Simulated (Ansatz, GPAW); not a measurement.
Given: the input of a run of GPAW 26.7.0 (ASE script) on Sn. 

run.py

```python
from ase.dft.bandgap import bandgap
from ase.io import read, write
from ase.units import GPa
from gpaw import GPAW, PW

atoms = read('POSCAR')

calc = GPAW(mode=PW(600),
            xc='PBE',
            kpts={'size': (9, 9, 9), 'gamma': True},
            occupations={'name': 'methfessel-paxton', 'order': 0, 'width': 0.018000000000000002},
            nbands=24,
            convergence={'density': 1e-05, 'energy': 1e-05},
            maxiter=150,
            txt='gpaw.txt')
atoms.calc = calc
energy = atoms.get_potential_energy()
forces = atoms.get_forces()
stress = atoms.get_stress()
calc.write('gs.gpw')
write('result.traj', atoms)
print(f'Energy: {energy:.6f} eV')
print('Forces (eV/A):')
print(forces.round(4))
print('Stress (GPa):', (stress / GPa).round(3))
print('Fermi level:', round(calc.get_fermi_level(), 4), 'eV')
print(f'Gap: {bandgap(calc)[0]:.4f} eV, direct: {bandgap(calc, direct=True)[0]:.4f} eV')
```

File POSCAR:

```
Sn
1.0
   -2.9401404553      2.9401404553      1.5993019889
    2.9401404553     -2.9401404553      1.5993019889
    2.9401404553      2.9401404553     -1.5993019889
Sn
2
Direct
    0.0000000000      0.0000000000      0.0000000000
    0.7500000000      0.2500000000      0.5000000000
```

Potentials or basis: GPAW PAW data sets (gpaw-data 1.2.1), pw.

Run with:

```sh
$ OMP_NUM_THREADS=1 python run.py
```

Task: Translate it to Ansatz 0.2.0. Potentials or basis there: all-electron LAPW, scalar-relativistic.

Result: As run (cutoffs and basis follow the program's own potentials, and thresholds, step limits or extra output files can differ):

File input.yaml:

```yaml
crystal:
  lattice:
    - [-2.9401404553, 2.9401404553, 1.5993019889]
    - [2.9401404553, -2.9401404553, 1.5993019889]
    - [2.9401404553, 2.9401404553, -1.5993019889]
  atoms:
    - { symbol: Sn, position: [0.0, 0.0, 0.0] }
    - { symbol: Sn, position: [0.75, 0.25, 0.5] }
kpoints:
  mp_grid: { grid: [9, 9, 9] }
scf:
  occupations: { method: gaussian, width: 0.018 }
hamiltonian:
  xc: pbe
  pseudopotentials: { kind: all_electron, lapw: { basis_error: 0.001 } }
output:
  forces: true
  stress: true
  eigenvalues: true
```

Potentials or basis: all-electron LAPW, scalar-relativistic.

The run is started by

```sh
$ ansatz run input.yaml --threads 1 --pin off --max-ram 3072MiB --backend cpu --events-out ev --progress --plain --runs-dir out
```

Both were run:

|  | GPAW | Ansatz |
| --- | --- | --- |
| Pressure | 1.1 GPa | 1.4 GPa |

Where Ansatz's input types no cutoff or centring, it takes its own default and a Γ-centred mesh.

Pressure is positive in compression.
